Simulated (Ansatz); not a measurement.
Runs of Ansatz 0.2.0 on SiO2. It takes space group I4/mmm (No. 139, tetragonal). The conventional cell has a = 8.944 Å, b = 8.944 Å, c = 5.224 Å, α = 90.00°, β = 90.00°, γ = 90.00°. Around Si (site symmetry m2m) lie 4 O at 1.60 to 1.61 Å. O (site symmetry m2m) has 2 Si at 1.61 Å as nearest neighbours. Around O (site symmetry 2/m) lie 2 Si at 1.60 Å. The cell comes from a database or a generator and needn't be the stable form of this composition.

```tsv
task	level	cell	k mesh	cutoff (eV)	gap on the mesh (eV)	pressure (GPa)	relaxed volume (Å³/atom)	largest force (eV/Å)
relaxation of cell and atoms	PBE	relaxed	6 × 6 × 6	420	5.36	0.0	17.83	-
relaxation of cell and atoms	r2SCAN+rVV10	relaxed	6 × 6 × 6	500	5.91	0.0	(b)	-
single point	PBE	as given	6 × 6 × 6	500	5.46	3.7	-	0.22
single point	PBE	as given	8 × 8 × 8	420	5.46	3.7	-	0.22
relaxation of cell and atoms	RPBE+D3(BJ)	relaxed	6 × 6 × 6	420	5.40	0.0	(a)	-
```

Alike in all rows: potentials or basis Ansatz PAW; no spin polarisation; smearing fermi-dirac 0.05 eV.

Fill in the values left out.

(a) 17.68; (b) 17.37.

Caveats: the plane-wave basis is chosen anew once the cell has moved, so the energies of steps on either side of that aren't comparable (some runs); the PAW data sets come from PBE, with cores solved anew for the run's functional, which leaves a small shift of forces and pressure (some runs).

A k mesh can miss the band edges.
